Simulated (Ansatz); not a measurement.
P in Ansatz: the effect of functional

P:

```
CELL_PARAMETERS angstrom
1.64774 -5.46504 0.00000
1.64774 5.46504 0.00000
0.00000 0.00000 4.54364
ATOMIC_POSITIONS crystal
P 0.90414 0.09586 0.58882
P 0.09586 0.90414 0.41118
P 0.59586 0.40414 0.08882
P 0.40414 0.59586 0.91118
```

Alike in all runs:

```yaml
Program: Ansatz 0.2.0
Task: projected density of states
Potentials_or_basis: Ansatz PAW
k_mesh: 5 × 5 × 4
Occupations: fermi-dirac, width 0.05 eV
Spin: no spin polarisation
```

| functional | cutoff | gap on the mesh (eV) | pressure (GPa) | largest force (eV/Å) |
| --- | --- | --- | --- | --- |
| LDA | 420 eV (not typed: the program's choice for these potentials) | 0.34 | -2.0 | 0.20 |
| PBEsol | 420 eV (not typed: the program's choice for these potentials) | 0.37 | -0.5 | 0.29 |
| RPBE | 420 eV (not typed: the program's choice for these potentials) | 0.49 | 3.9 | 0.35 |
| revPBE | 420 eV (not typed: the program's choice for these potentials) | 0.48 | 3.4 | 0.35 |
| BLYP | 420 eV (not typed: the program's choice for these potentials) | 0.52 | 6.5 | 0.46 |
| r2SCAN | 500 eV (not typed: the program's choice for these potentials) | 0.57 | 0.8 | 0.09 |
| HSE06 | 420 eV (not typed: the program's choice for these potentials) | 1.02 | -0.1 | 0.14 |
| PBE0 | 420 eV (not typed: the program's choice for these potentials) | ? | ? | ? |
| r2SCAN0 | 500 eV (not typed: the program's choice for these potentials) | 1.75 | -0.8 | 0.17 |

Problem. What does the run with functional PBE0 give?

Solution. gap on the mesh 1.68 eV; pressure -0.2 GPa; largest force 0.15 eV/Å.

Caveats: odd divisions of the mesh miss points on the zone boundary, where band edges often lie, so the gap on the mesh can be too wide; the PAW data sets come from PBE, with cores solved anew for the run's functional, which leaves a small shift of forces and pressure; the density of states is complete only up to the lowest level of the last band computed; the thresholds are loose for stress (some runs).

A k mesh can miss the band edges.

Runs at the PBE level aren't shown here.
